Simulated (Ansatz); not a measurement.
# IrO2: the cost of one run

Program: Ansatz 0.2.0. Level of theory: DFT PBE, scalar-relativistic, plane waves, PAW. These are calculated values, not measurements.

A COD entry behind a cell of this session may itself be a prediction, so a difference from it is no test against experiment.

### Step 1. The system as given

The structure is tetragonal, space group P4_2/mnm (No. 136). Conventional cell: a = 4.505 Å, b = 4.505 Å, c = 3.159 Å, α = 90.00°, β = 90.00°, γ = 90.00°. Ir (site symmetry mmm) is surrounded by 6 O at 1.96 to 2.00 Å. O (site symmetry m2m) is surrounded by 3 Ir at 1.96 to 2.00 Å.

As a file:

```xyz
6
Lattice="4.5051 0.0000 0.0000 0.0000 4.5051 0.0000 0.0000 0.0000 3.1586" Properties=species:S:1:pos:R:3 pbc="T T T"
Ir    0.0000    0.0000    0.0000
Ir    2.2525    2.2525    1.5793
O     1.3862    1.3862    0.0000
O     0.8663    3.6388    1.5793
O     3.1189    3.1189    0.0000
O     3.6388    0.8663    1.5793
```

The structure rests on an entry of the Crystallography Open Database; cell or positions may have been set otherwise for this series.

### Step 2. Single point: IrO2, no spin

The input, input.yaml:

```yaml
crystal:
  lattice:
    - [4.5051, 0.0, 0.0]
    - [0.0, 4.5051, 0.0]
    - [0.0, 0.0, 3.1586]
  atoms:
    - { symbol: Ir, position: [0.0, 0.0, 0.0] }
    - { symbol: Ir, position: [0.5, 0.5, 0.5] }
    - { symbol: O, position: [0.3077, 0.3077, 0.0] }
    - { symbol: O, position: [0.1923, 0.8077, 0.5] }
    - { symbol: O, position: [0.6923, 0.6923, 0.0] }
    - { symbol: O, position: [0.8077, 0.1923, 0.5] }
scf:
  occupations: { method: fermi_dirac, width: 0.025 }
output:
  forces: false
  stress: false
  eigenvalues: true
  optics:
    e_range: [0, 10]
    de: 0.04
    sigma: 0.1
    bands: { spectra_wanted_up_to: 10 }
    drude_damping: 0.05
    nscf_kmesh: { grid: [16, 16, 22] }
  write_density: true
  write_potential: true
  elf: true
  volumetric_format: npy
kpoints:
  mp_grid: { grid: [10, 10, 14] }
```

On the command line:

```console
ansatz run input.yaml --threads 4 --pin off --max-ram 12288MiB --backend cpu --events-out ev --progress --plain --runs-dir out
```

Q: Estimate wall time and peak memory on 4 threads of AMD EPYC 7R43 (Zen 3), shared host.

About 5.7 min, with a peak of 6 GiB.
